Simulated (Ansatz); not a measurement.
ZnS (Wurtzite-2H):

```xyz
4
Lattice="3.8110 0.0000 0.0000 -1.9055 3.3004 0.0000 0.0000 0.0000 6.2340" Properties=species:S:1:pos:R:3 pbc="T T T"
Zn    1.9055    1.1001    3.1170
Zn    0.0000    2.2003    0.0000
S     1.9055    1.1001    5.5171
S     0.0000    2.2003    2.4001
```

Base run:

```yaml
Program: Ansatz 0.2.0
Functional: BLYP
Potentials_or_basis: Ansatz PAW
Cutoff: "420 eV (not typed: the program's choice for these potentials)"
k_mesh: 8 × 8 × 5
Occupations: fermi-dirac, width 0.05 eV
Spin: no spin polarisation
```

Its results: band gap on the k mesh 2.23 eV, direct; pressure 6.2 GPa; largest force 0.339 eV/Å.

Question: After a change of settings the same cell gave: band gap on the k mesh 2.25 eV, direct; pressure 2.3 GPa; largest force 0.319 eV/Å. Which change was it?
A. functional from BLYP to RPBE
B. functional from BLYP to PBE; occupations from fermi-dirac, width 0.05 eV to gaussian, width 0.028 eV
C. functional from BLYP to revPBE

Answer: B.

Caveats: the PAW data sets come from PBE, with cores solved anew for the run's functional, which leaves a small shift of forces and pressure (some runs); odd divisions of the mesh miss points on the zone boundary, where band edges often lie, so the gap on the mesh can be too wide (some runs).
